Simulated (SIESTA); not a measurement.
The system is SiNi3.

```
Ni Si
1.0
     3.54200    0.00000    0.00000
     0.00000    3.54200    0.00000
     0.00000    0.00000    3.54200
Ni Si
3 1
Direct
  0.50000 0.50000 0.00000
  0.50000 0.00000 0.50000
  0.00000 0.50000 0.50000
  0.00000 0.00000 0.00000
```

Base run:

```yaml
Program: SIESTA 5.4.2
Functional: PBEsol
Potentials_or_basis: PseudoDojo 0.4 standard (PBEsol files)
Basis: DZ (energy shift 0.003 Ry; two zetas on semicore shells)
Grid_cutoff: 800 Ry
Energy_shift: 0.003 Ry
k_mesh: 8 × 8 × 8
Occupations: fermi-dirac, width 0.05 eV
Spin: collinear spin, ferromagnetic start
Starting_moments: "[1.0, 1.0, 1.0, 0.0] μB"
```

Its results: band gap on the k mesh none (metal or under the smearing width); pressure -4.8 GPa; net moment 0.00 μB per cell.

Question: The run is repeated on the same cell with these changes: basis from DZ (energy shift 0.003 Ry; two zetas on semicore shells) to SZP (energy shift 0.003 Ry). What comes out?

Answer: Band gap on the k mesh none (metal or under the smearing width); pressure -9.3 GPa; net moment 0.00 μB per cell.

Caveats: short orbitals over semicore shells can move pressures by several GPa; the basis of atomic orbitals isn't converged, which shifts pressures, moduli and gaps; the basis has no polarisation orbitals (some runs).
